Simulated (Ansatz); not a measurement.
ZnS (Wurtzite-6H):

```xyz
12
Lattice="3.8120 0.0000 0.0000 -1.9060 3.3013 0.0000 0.0000 0.0000 18.6900" Properties=species:S:1:pos:R:3 pbc="T T T"
Zn    0.0000    2.2009   15.5749
Zn    1.9060    1.1004    6.2299
Zn    1.9060    1.1004   12.4601
Zn    0.0000    2.2009    3.1151
Zn    0.0000    0.0000    9.3450
Zn    0.0000    0.0000    0.0000
S     0.0000    2.2009   17.9112
S     1.9060    1.1004    8.5662
S     1.9060    1.1004   14.7963
S     0.0000    2.2009    5.4513
S     0.0000    0.0000   11.6812
S     0.0000    0.0000    2.3362
```

Base run:

| Property | Result |
| --- | --- |
| Program | Ansatz 0.2.0 |
| Functional | rPW86-PBE |
| Potentials or basis | Ansatz PAW |
| Cutoff | 420 eV (not typed: the program's choice for these potentials) |
| k mesh | 8 × 8 × 2 |
| Occupations | fermi-dirac, width 0.05 eV |
| Spin | no spin polarisation |

Its results: band gap on the k mesh 2.06 eV, direct; pressure 4.7 GPa; largest force 0.038 eV/Å.

Question: The run is repeated on the same cell with these changes: functional from rPW86-PBE to PBE; cutoff from 420 eV (not typed: the program's choice for these potentials) to 250 eV. What comes out?

Answer: Band gap on the k mesh 2.27 eV, direct; pressure 3.1 GPa; largest force 0.029 eV/Å.

Caveats: the cell's inner coordinates are idealised or old, which leaves forces on the atoms; the PAW data sets come from PBE, with cores solved anew for the run's functional, which leaves a small shift of forces and pressure (some runs); the pressure holds a Pulay correction of +31.4 GPa for the finite cutoff (some runs); the cutoff lies under the one recommended for these potentials (some runs).
